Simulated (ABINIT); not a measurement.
Planning a run of ABINIT 10.8.3 on TiO2 (P1). The input:

```
acell 3*1.0 Angstrom
rprim 
  2.968264546300 0.000000000000 -0.000000000000
  0.000208083400 4.707606754900 0.000000000000
  1.483569621100 0.242353462000 7.083464797900
ntypat 2
znucl 22 8
natom 9
typat 1 1 1 2 2 2 2 2 2
xred 
  0.661708140000 0.520474360000 0.684496360000
  0.344640210000 0.480259650000 0.316959870000
  0.003371870000 0.000388810000 0.000703190000
  0.568025670000 0.815300060000 0.872827180000
  0.229407150000 0.703007280000 0.549514730000
  0.906497210000 0.691836990000 0.195171570000
  0.101236240000 0.308953420000 0.806243220000
  0.777926340000 0.297728750000 0.451878070000
  0.440038160000 0.185437690000 0.128538800000
pp_dirpath "pseudos"
pseudos "Ti.upf, O.upf"
ecut 38
ngkpt 4 2 2
nshiftk 1
shiftk 0 0 0
kptopt 1
chksymbreak 0
istwfk *1
occopt 1
irdwfk 1
optdriver 4
nband 437
gwcalctyp 0
ecutsigx 38
symsigma 1
nkptgw 8
kptgw 
  0.0000000000 0.0000000000 0.0000000000
  0.5000000000 0.0000000000 0.0000000000
  0.0000000000 0.5000000000 0.0000000000
  0.5000000000 0.5000000000 0.0000000000
  0.0000000000 0.0000000000 0.5000000000
  0.5000000000 0.0000000000 0.5000000000
  0.0000000000 0.5000000000 0.5000000000
  0.5000000000 0.5000000000 0.5000000000
bdgw 
  35 38
  35 38
  35 38
  35 38
  35 38
  35 38
  35 38
  35 38
ecuteps 5.77
irdscr 1
ppmodel 1
indata_prefix "in"
outdata_prefix "out"
tmpdata_prefix "tmp"
```

```sh
OMP_NUM_THREADS=1 mpirun -n 4 abinit run.abi > log
```

Question: Estimate wall time and host memory on 4 MPI ranks of Arm Neoverse V1, shared host.

It took 6.6 min; on shared hardware allow 3.3 min to 13 min. Peak host memory was 5.2 GiB.

[Paths, hosts, dates, memory and timing lines, banners, echoed tables and standing remarks are left out of the program output.]

[Logs are printed without paths, hosts, clocks, repeated set-up lines and the standing remarks that a program may print on its own settings, such as how far it seeks lower states.]

[Runs of the session that timed out or met a known fault of the program may be left out.]

[Hosts, paths, dates, database ids (printed as entryN), source tags and the programs' standing remarks are cut or masked in the printed files.]

[G0W0 gaps are taken among the corrected bands and points alone; a level outside them can change the order at an edge.]

[Where Ansatz stands beside ABINIT at settings called matched, ABINIT's density can come from a denser mesh and the files from another edition; pairs whose starting gaps differed by over 0.03 eV were left out, so agreement reads better than it is.]
